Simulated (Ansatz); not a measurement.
Polymorphs of NaCl

These are results of DFT PBE+D3(BJ), scalar-relativistic, plane waves, PAW in Ansatz, not measurements. All cells share a 420 eV cutoff and Γ-centred k meshes spaced at most about 0.3 Å⁻¹ (2π included). No spin polarisation.

Energies over the elements count from the elements' standard structures at the same level (Cl₂ as a molecule), with no fitted energy shifts.

All energies are static (0 K, no zero-point motion). Only the structures computed here compete, so a lower one can exist. Kohn–Sham gaps at this level usually fall short of measured ones.

Invented guesses and database cells were relaxed alike, and ends that match in structure were merged. ΔE counts from the first row. Coordination counts Cl atoms around Na (those within 1.25 times the shortest such distance or 1.15 times the sum of covalent radii). The ends were matched against large subsets of the Crystallography Open Database and the Materials Project, so a missing match doesn't prove that a structure is unreported.

```tsv
#	reached from	type and space group	atoms	Å³/atom	coordination	ΔE (meV/atom)	gap on mesh (eV)	in databases	checks
1	a Materials Project cell	rock salt, Fm-3m (No. 225)	2	21.7	Na 6	0	5.23	Materials Project, matches COD	-
2	a relaxed cell, shaken at random and relaxed again	P2_1/m (No. 11)	4	26.4	Na 5	76	4.86	no match	no imaginary mode on a 2×1×2 q mesh
3	a cell as deposited in COD	caesium chloride, Pm-3m (No. 221)	2	20.2	Na 8	139	4.19	COD	-
4	sheets of the YCl type stacked, one a cell, changed on relaxing	P6_3/mmc (No. 194)	4	34.1	Na 3	286	3.94	no match	-
```

The lowest: Space group Fm-3m (No. 225), cubic, a = 5.581 Å. Around Na lie 6 Cl at 2.79 Å; Cl is surrounded by 6 Na at 2.79 Å. Its energy over the elements is −1.975 eV/atom. It is a structure that the Crystallography Open Database (COD) lists.

```xyz
2
Lattice="0.0000 2.7907 2.7907 2.7907 0.0000 2.7907 2.7907 2.7907 0.0000" Properties=species:S:1:pos:R:3 pbc="T T T"
Na    0.0000    0.0000    0.0000
Cl    2.7907    2.7907    2.7907
```

The second: Space group P2_1/m (No. 11), monoclinic, a = 4.580 Å, b = 5.577 Å, c = 4.641 Å, β = 116.8°. Na is surrounded by 5 Cl at 2.71–2.79 Å; around Cl lie 5 Na at 2.71–2.79 Å. Counting Cl atoms around Na, the first has Na 6 and the second has Na 5. Shaken at random and relaxed again, row 4 falls into row 2, 210 meV/atom lower, so it is a saddle point or a shallow minimum. Cells without such a test can be saddle points. Some candidate types were left out of the draw beforehand, so a known form may be missing.
